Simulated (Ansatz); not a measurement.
# E(M) for CoSi (Pm-3m)

```
CELL_PARAMETERS angstrom
2.78133 0.00000 0.00000
0.00000 2.78133 0.00000
0.00000 0.00000 2.78133
ATOMIC_POSITIONS crystal
Co 0.00000 0.00000 0.00000
Si 0.50000 0.50000 0.50000
```

Geometry: a structure from the Materials Project; nothing is relaxed.

Settings: PBE, 14×14×14 k mesh, Fermi–Dirac smearing of 0.03 eV. PAW means Ansatz 0.2.0 on its default frozen-core files; LAPW is all-electron LAPW in Ansatz 0.2.0. Site moments are integrated in spheres about the atoms, whose radii differ between the methods. Start moments of the first PAW run (μB): Co1 2.

The total moment M of the cell is held by giving each spin its own Fermi level. Half their difference over μB is the field that would hold M, so μB·B = dF/dM. Energies count from each method's free run. The held moment starts on the atoms that carry the free run's moments.

The free PAW run: Site moments (μB): Co1 0.62, Si2 0.01. Cell moment 0.62 μB.

| M (μB/cell) | ΔF PAW (meV/cell) | ΔF LAPW (meV/cell) | B, PAW (T) | largest site moment, PAW (μB) | pressure, PAW (GPa) |
| --- | --- | --- | --- | --- | --- |
| 0.00 | +21.2 | +23.6 | – | 0.00 | -0.4 |
| 0.15 | +18.8 | +21.0 | -553 | 0.16 | -0.3 |
| 0.31 | +12.3 | – | -825 | 0.33 | 0.0 |
| 0.43 | +6.0 | – | -851 | 0.44 | ? |
| 0.53 | +1.7 | +2.3 | -620 | 0.54 | 0.4 |
| 0.68 | +0.8 | – | +468 | 0.68 | 1.2 |
| 0.74 | ? | +3.1 | +1544 | 0.73 | 1.6 |
| 0.84 | +16.7 | +15.1 | +2681 | 0.80 | 2.5 |

Problem. Give the missing entry: row "0.43", column "pressure, PAW (GPa)".

Solution. 0.2.

Problem. What belongs in the row "0.74", column "ΔF PAW (meV/cell)"?

Solution. +4.0.

Against an unpolarised PAW run, spin polarisation gains 10.6 meV per atom; the pressure goes from -0.4 to 0.8 GPa, the usual magnetovolume effect: the magnetic state wants the larger volume.

Problem. Fit ΔF = E₀ + a₂M² + a₄M⁴ to the PAW points up to M = 0.84 μB, leaving out M = 0.15. What does the fit give, and how well does it predict the point left out?

Solution. E₀ = +21.6 meV, a₂ = -114.46 meV/μB², a₄ = +151.693 meV/μB⁴, with a worst miss of 0.4 meV. At M = 0.15 it gives +19.1 meV against the computed +18.8. Since a₂ < 0 the minimum lies at M₀ = √(−a₂/2a₄) = 0.61 μB, against 0.62 μB from the free run.

Problem. Check μB·B = dF/dM between M = 0.74 and 0.84 μB with the PAW numbers.

Solution. ΔF/ΔM = +12.7 meV / 0.10 = +127.4 meV per μB, which is +2201 T with μB = 0.05788 meV/T. The mean of the two holding fields is +2112 T. The slope equals the mean of B over the step, so the two agree where B(M) is nearly straight between its ends, and here they lie within a tenth of each other.

Separate runs put a uniform field on the spins (g = 2):

| field (T) | M PAW (μB/cell) | M LAPW (μB/cell) |
| --- | --- | --- |
| 500 | 0.683 | 0.695 |
| 1000 | 0.717 | 0.722 |

The rows needn't lie on one branch: at M = 0 the run is unmagnetised, so slopes across such rows needn't follow B.

The Ansatz runs typed with the search for lower states off end where their start leads. The magnetic state is the one that this cell and start allow. It needn't be the compound's measured order, which may need a larger cell or be absent.
